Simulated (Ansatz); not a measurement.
KTaO3 in Ansatz: the effect of target pressure

KTaO3:

```
Ta K O
1.0
     3.98830    0.00000    0.00000
     0.00000    3.98830    0.00000
     0.00000    0.00000    3.98830
Ta K O
1 1 3
Direct
  0.00000 0.00000 0.00000
  0.50000 0.50000 0.50000
  0.00000 0.00000 0.50000
  0.00000 0.50000 0.00000
  0.50000 0.00000 0.00000
```

Alike in all runs:

- Program: Ansatz 0.2.0
- Task: relaxation of cell and atoms
- Functional: r2SCAN
- Potentials or basis: Ansatz PAW
- Cutoff: 500 eV (not typed: the program's choice for these potentials)
- k mesh: 7 × 7 × 7
- Occupations: fermi-dirac, width 0.05 eV
- Spin: no spin polarisation

Each run relaxes the cell or the atoms first.

**Question.** One run gave: relaxed volume 11.73 Å³/atom; gap on the mesh 2.90 eV. Which target pressure did it use?
A. 10 GPa
B. 30 GPa
C. 0 GPa
D. 5 GPa
E. 20 GPa

**Answer.** E.

```tsv
target pressure	relaxed volume (Å³/atom)	gap on the mesh (eV)
0 GPa	12.71	2.69
2 GPa	12.59	2.71
5 GPa	12.42	2.75
10 GPa	12.17	2.80
20 GPa	11.73	2.90
30 GPa	11.36	2.97
```

Caveats: odd divisions of the mesh miss points on the zone boundary, where band edges often lie, so the gap on the mesh can be too wide; the plane-wave basis is chosen anew once the cell has moved, so the energies of steps on either side of that aren't comparable; spin-orbit coupling is left out, which moves the levels of the heavy elements; the PAW data sets come from PBE, with cores solved anew for the run's functional, which leaves a small shift of forces and pressure.

A k mesh can miss the band edges.

Runs at the PBE level aren't shown here.
